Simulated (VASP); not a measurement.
Input of a VASP 6.6.1 run:

INCAR

```
SYSTEM = BeTe
PREC = Accurate ; ENCUT = 600
EDIFF = 1E-7 ; ISMEAR = 0
SIGMA = 0.03 ; LREAL = .False.
LASPH = .True. ; NELM = 80
ALGO = Normal ; ISIF = 2
LWAVE = .False. ; LCHARG = .False.
GGA = PE ; IVDW = 12
IBRION = 2 ; NSW = 40
EDIFFG = -0.01
```

The input KPOINTS:

```
regular mesh
0
Gamma
  8 8 8
  0 0 0
```

File POSCAR:

```
BeTe                                    
1.0
    0.0000000000      2.8296505784      2.8296505784
    2.8296505784      0.0000000000      2.8296505784
    2.8296505784      2.8296505784      0.0000000000
  Be              Te            
     1     1
Direct
     0.0000000000000000    0.0000000000000000    0.0000000000000000
     0.2500000000000000    0.2500000000000000    0.2500000000000000
```

Potentials or basis: VASP PAW PBE potentials, release 64 (Be, Te).

The run is started by

```bash
$ cat potpaw_PBE.64/Be/POTCAR potpaw_PBE.64/Te/POTCAR > POTCAR
$ mpirun -np 1 vasp_std > vasp.out
```

**Question.** Estimate the dispersion energy per atom.

**Answer.** -0.333 eV.

**Question.** Estimate the band gap on the k mesh.

**Answer.** 2.01 eV, indirect (least direct gap 3.62 eV).

Final structure:
```
CELL_PARAMETERS angstrom
0.00000 2.82965 2.82965
2.82965 0.00000 2.82965
2.82965 2.82965 0.00000
ATOMIC_POSITIONS crystal
Be 0.00000 0.00000 0.00000
Te 0.25000 0.25000 0.25000
```

Caveat: the relaxation stopped at its first step, so nothing moved; spin-orbit coupling is left out, which moves the levels of the heavy elements. A k mesh can miss the band edges.
